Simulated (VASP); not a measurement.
Runs of VASP 6.6.1 on ZrN. The structure is cubic, space group Fm-3m (No. 225). Conventional cell: a = 4.575 Å, b = 4.575 Å, c = 4.575 Å, α = 90.00°, β = 90.00°, γ = 90.00°. Zr (site symmetry m-3m) is surrounded by 6 N at 2.29 Å. N (site symmetry m-3m) is surrounded by 6 Zr at 2.29 Å. The cell was built by a generator and isn't the measured one.

```csv
level,potentials or basis,k mesh,gap on the mesh (eV),pressure (GPa)
PBE,"VASP PAW PBE potentials, release 64 (Zr_sv, N)",28 × 28 × 28,none,3.6
PBE,"VASP PAW PBE potentials, release 64 (Zr_sv, N)",20 × 20 × 20,none,3.6
PBEsol,"VASP PAW PBE potentials, release 64 (Zr_sv, N)",20 × 20 × 20,none,(a)
PBE,"VASP PAW PBE potentials, release 64 (Zr_sv, N)",12 × 12 × 12,none,3.5
LDA,"VASP PAW LDA potentials, release 64 (Zr_sv, N)",20 × 20 × 20,none,-8.1
```

Alike in all rows: task optical spectrum; no spin polarisation; cell as given; cutoff (eV) 520; smearing fermi-dirac 0.05 eV.

**Question.** Estimate the missing entries.

**Answer.** (a) -3.5.

Caveats: independent-particle spectra lack excitons; the intraband (Drude) part of a metal's response may be missing; the PAW data sets were made with another functional, which shifts forces and pressure a little (some runs).

A k mesh can miss the band edges, and the runs leave out spin-orbit coupling on Zr.

A gap of «none» marks a metal or a gap under the smearing width.
